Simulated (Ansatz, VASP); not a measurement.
# One calculation of Si, two programs

INCAR

```
SYSTEM = Si
PREC = Accurate
ENCUT = 520
EDIFF = 1E-7
ISMEAR = 0
SIGMA = 0.05
LREAL = .FALSE.
LASPH = .TRUE.
NELM = 80
ALGO = Normal
ISIF = 2
LWAVE = .FALSE.
LCHARG = .FALSE.
GGA = PE
NBANDS = 11
```

KPOINTS

```
regular mesh
0
G
  8 8 8
  0 0 0
```

POSCAR

```
Si
1.0
    0.0000000000      2.7347606505      2.7347606505
    2.7347606505      0.0000000000      2.7347606505
    2.7347606505      2.7347606505      0.0000000000
Si
2
Direct
    0.5000000000      0.5000000000      0.5000000000
    0.7500000000      0.7500000000      0.7500000000
```

Input for Ansatz:

```yaml
crystal:
  lattice:
    - [0.0, 2.7347606505, 2.7347606505]
    - [2.7347606505, 0.0, 2.7347606505]
    - [2.7347606505, 2.7347606505, 0.0]
  atoms:
    - { symbol: Si, position: [0.5, 0.5, 0.5] }
    - { symbol: Si, position: [0.75, 0.75, 0.75] }
basis:
  ecutwfc: 420
kpoints:
  mp_grid: { grid: [8, 8, 8] }
hamiltonian:
  xc: pbe
  pseudopotentials: { kind: paw, azcp: { folder: soft_1 } }
scf:
  occupations: { method: gaussian, width: 0.05 }
output:
  forces: true
  stress: true
  eigenvalues: true
```

Alike in both runs: task single point; functional PBE; k mesh 8 × 8 × 8; occupations gaussian, width 0.05 eV; no spin polarisation.

```csv
,VASP,Ansatz
version,VASP 6.6.1,Ansatz 0.2.0
potentials or method,"VASP PAW PBE potentials, release 64 (Si)","scalar-relativistic, plane waves, PAW"
plane-wave cutoff (eV),520,420
valence electrons in the cell,8,8
```

|  | VASP | Ansatz | Ansatz less VASP |
| --- | --- | --- | --- |
| gap on the k mesh at the Fermi level (eV) | 0.65 | 0.65 | -0.002 |
| least direct gap on the mesh (eV) | 2.56 | 2.55 | -0.005 |
| pressure (GPa) | 0.0 | 0.0 | +0.06 |

A k mesh can miss the band edges. PBE gaps usually lie below the measured ones, often by a third to a half.
